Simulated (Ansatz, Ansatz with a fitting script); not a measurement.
Planning a run of Ansatz 0.2.0 on SiC (Moissanite). The input:

```yaml
crystal:
  lattice:
    - [3.0560103155, 0.0, 0.0]
    - [-1.5280051577, 2.6465825674, 0.0]
    - [0.0, 0.0, 5.0153749214]
  atoms:
    - { symbol: Si, position: [0.3333333333, 0.6666666667, 0.0045866261] }
    - { symbol: Si, position: [0.6666666667, 0.3333333333, 0.5045866261] }
    - { symbol: C, position: [0.3333333333, 0.6666666667, 0.3804133739] }
    - { symbol: C, position: [0.6666666667, 0.3333333333, 0.8804133739] }
kpoints:
  mp_grid: { grid: [6, 6, 3] }
hamiltonian:
  xc: lda
  pseudopotentials: { kind: paw, source: ansatz, frozen_core: stored }
scf:
  occupations: { method: fixed }
  lower_state_search: "off"
  convergence: { dr2_threshold: 1.0e-09 }
output:
  embedding: [{ level: hf }]
basis:
  ecutwfc: 1000
```

```sh
ansatz run input.yaml --threads 4 --pin off --max-ram 18432MiB --backend cpu --events-out ev --progress --plain --runs-dir out
```

Q: Estimate wall time and host memory on 4 threads of Arm Neoverse V1, shared host.

It took 45 s; on shared hardware allow 22 s to 90 s. Peak host memory was 1.6 GiB.

[Paths, hosts, dates, memory and timing lines, banners, echoed tables and standing remarks are left out of the program output.]

[Logs are printed without paths, hosts, clocks, repeated set-up lines and the standing remarks that a program may print on its own settings, such as how far it seeks lower states.]

[Runs of the session that timed out or met a known fault of the program may be left out.]

[Hosts, paths, dates, database ids (printed as entryN), source tags and the programs' standing remarks are cut or masked in the printed files.]
